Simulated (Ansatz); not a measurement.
Zn vacancy in ZnS, calculated

Level of theory: PBE, collinear spin, scalar-relativistic; Ansatz, plane waves to 420 eV (PAW set soft_2), k-mesh 2×2×2 shifted by half a step.

The relaxed host crystal (Kohn–Sham gap 2.02 eV over the whole zone):

```yaml
crystal:
  lattice:
    - [0.00000, 2.72118, 2.72118]
    - [2.72118, 0.00000, 2.72118]
    - [2.72118, 2.72118, 0.00000]
  atoms:
    - { symbol: Zn, position: [0.00000, 0.00000, 0.00000] }
    - { symbol: S, position: [0.25000, 0.25000, 0.25000] }
```

Supercell of 32 atoms, rows of the matrix [[-1,-1,3],[-1,-1,-1],[3,-1,-1]] times the cell vectors; Zn vacancy at (0.000, 0.000, 0.000) in fractions of the cell above. Atoms are relaxed at the host's cell, from a start shaken by 0.03 Å near the defect; charged cells sit in a uniform background.

The defect was relaxed in the charges 0, -1, -2. Distances from the empty Zn site (Å), by shell of the perfect crystal:

| shell | perfect crystal | state A | state B | state C |
| --- | --- | --- | --- | --- |
| 4 S | 2.36 | 2.33 | 2.36 | 2.30 |

| state | moment of the cell (μB) | gap of the cell on the mesh (eV) | carriers |
| --- | --- | --- | --- |
| A | 1.00 | 0.00 | in a band of the host or near its edge |
| B | 2.00 | 0.00 | in a band of the host or near its edge |
| C | 0.00 | 3.26 | none in the bands |

On this mesh the host's own supercell has a gap of 3.59 eV.

Q: Which state has which charge?

A: A has charge -1; B has charge 0; C has charge -2.

Q: What do these numbers say about the valence and the carriers?

A: At charges 0 and -1 a carrier lies in a band of the host or at its edge (levels aligned by the semicore states), so it isn't shown to be bound to the defect (semilocal functionals spread carriers too far and can miss a bound one), and no level is taken from those states.

No formation energy is given, since the neutral cell holds a carrier in a band.

Relaxed cell at charge -2:

```
ZnS V_Zn charge -2
1.0
     5.4424    5.4424   -5.4424
    -5.4424   -5.4424   -5.4424
    -5.4424    5.4424    5.4424
Zn S
15 16
Direct
  0.4902 0.2483 0.2502
  0.7497 0.0005 0.2502
  0.7497 0.5005 0.7502
  0.9975 0.5004 0.4907
  0.2497 0.2483 0.4906
  0.5019 0.9931 0.5024
  0.7423 0.7526 0.5024
  0.9975 0.7409 0.2502
  0.4902 0.5004 0.9980
  0.7570 0.2599 0.0097
  0.0092 0.2600 0.7575
  0.2497 0.0004 0.7502
  0.5019 0.7526 0.7428
  0.0093 0.0078 0.0097
  0.2497 0.7409 0.9980
  0.2497 0.5004 0.0059
  0.4989 0.2507 0.0005
  0.7508 0.0015 0.0010
  0.7486 0.5004 0.4999
  0.0054 0.5004 0.2502
  0.2497 0.2562 0.2502
  0.4994 0.9993 0.2502
  0.7486 0.7502 0.2502
  0.0000 0.7496 0.0005
  0.4994 0.5004 0.7491
  0.7508 0.2513 0.7513
  0.0000 0.2507 0.4994
  0.2497 0.9993 0.4999
  0.4940 0.7447 0.4945
  0.0005 0.0015 0.7513
  0.2497 0.7502 0.7491
```

Caveats: at charge -2: net starting moment lost; semilocal functionals make gaps too small, which shifts levels too; small supercell, so energies and levels can be off by tenths of an eV; one random start near the defect, so other minima are possible.
